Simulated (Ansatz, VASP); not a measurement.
# Si: VASP beside Ansatz

```
Si
1.0
    -1.69199    1.69199    1.42596
     1.69199   -1.69199    1.42596
     1.69199    1.69199   -1.42596
Si
1
Direct
  0.00000 0.00000 0.00000
```

Change from the starting cell: strain +0.040 along x and y, +0.080 along z, atoms carried along.

Alike in both runs: task single point; functional LDA; k mesh 22 × 22 × 22; occupations gaussian, width 0.15 eV; no spin polarisation.

|  | VASP | Ansatz |
| --- | --- | --- |
| version | VASP 6.6.1 | Ansatz 0.2.0 |
| potentials or method | VASP PAW LDA potentials, release 64 (Si) | scalar-relativistic, plane waves, PAW |
| plane-wave cutoff (eV) | 520 | 420 |
| valence electrons in the cell | 4 | 4 |

```tsv
	VASP	Ansatz	Ansatz less VASP
gap on the k mesh at the Fermi level (eV)	none	none	-
pressure (GPa)	-11.1	-11.1	-0.01
largest component of the traceless stress (GPa)	1.60	1.61	+0.007
```

A gap of «none» marks a metal or a gap that the smearing closes.
